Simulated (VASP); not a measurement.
Wanted: the native input for a VASP 6.6.1 run.

- Task: single point
- Functional: PBEsol
- Potentials or basis: VASP PAW PBE potentials, release 64 (Mg)
- Cutoff: 520 eV
- k mesh: 10 × 10 × 10
- Occupations: fermi-dirac, width 0.01 eV
- Spin: no spin polarisation
- Dipole correction: no
- Further INCAR settings: ALGO = Fast; EDIFF = 1e-07; NBANDS = 7

The structure of Mg lies in POSCAR:

```
Mg
1.0
    0.0000000000      2.2442560000      2.2442560000
    2.2442560000      0.0000000000      2.2442560000
    2.2442560000      2.2442560000      0.0000000000
Mg
1
Direct
    0.0000000000      0.0000000000      0.0000000000
```

This isn't the form of Mg at room conditions, which is hcp.

The input as run:

INCAR

```
ALGO = Fast
EDIFF = 1E-7
ENCUT = 520
GGA = PS
ISIF = 2
ISMEAR = -1
LASPH = T
LCHARG = T
LELF = T
LREAL = F
LVHAR = T
LWAVE = F
NBANDS = 7
NELM = 100
PREC = Accurate
SIGMA = 0.01
```

KPOINTS

```
k-points
0
Gamma
  10 10 10
```

Potentials or basis: VASP PAW PBE potentials, release 64 (Mg).

Run with:

```console
$ cat potpaw_PBE.64/Mg/POTCAR > POTCAR
$ mpirun -np 1 vasp_std > vasp.out
```

It gave:

| Quantity | Value |
| --- | --- |
| Pressure | 0.1 GPa |
| Band gap on the k mesh | none (metal or under the smearing width) |

Caveat: the PAW data sets were made with another functional, which shifts forces and pressure a little.

Wall time 6.6 s on 1 thread of Intel(R) Xeon(R) Platinum 8559C (Emerald Rapids), on a shared host, peak memory 0.13 GiB.
